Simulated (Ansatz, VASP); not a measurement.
Two plane-wave programs on TiTe2

```
Ti Te
1.0
     3.76986    0.00000    0.00000
    -1.88493    3.26480    0.00000
     0.00000    0.00000    6.33380
Ti Te
1 2
Cartesian
  0.0000 0.0000 0.0000
  0.0000 2.1765 1.6990
  1.8849 1.0883 4.6348
```

Alike in both runs: functional BLYP; dispersion D3(BJ); k mesh 8 × 8 × 4; occupations gaussian, width 0.05 eV; no spin polarisation.

Ansatz relaxed the structure, and its values are those at the end. VASP's run is a single point on that final structure, the one shown.

|  | VASP | Ansatz |
| --- | --- | --- |
| version | VASP 6.6.1 | Ansatz 0.2.0 |
| potentials or method | VASP PAW PBE potentials, release 64 (Ti_sv, Te) | scalar-relativistic, plane waves, PAW |
| plane-wave cutoff (eV) | 520 | 420 |
| valence electrons in the cell | 24 | 44 |

Ansatz gave:

```
gap on the k mesh at the Fermi level (eV) : none
pressure (GPa)                            : -0.9
rms of the force components (eV/Å)        : 0.002
dispersion energy (meV/atom)              : -1191.3
```

Question: What did VASP give for the same quantities?

Answer: gap on the k mesh at the Fermi level (eV): none; pressure (GPa): -0.7; rms of the force components (eV/Å): 0.017; dispersion energy (meV/atom): -1191.2.

A gap of «none» marks a metal or a gap that the smearing closes. The two sets of potentials don't hold the same shells in valence.

Caveats: the PAW data sets were made with another functional, which shifts forces and pressure a little (VASP). The runs have no spin-orbit coupling, so splittings on Te are missing.
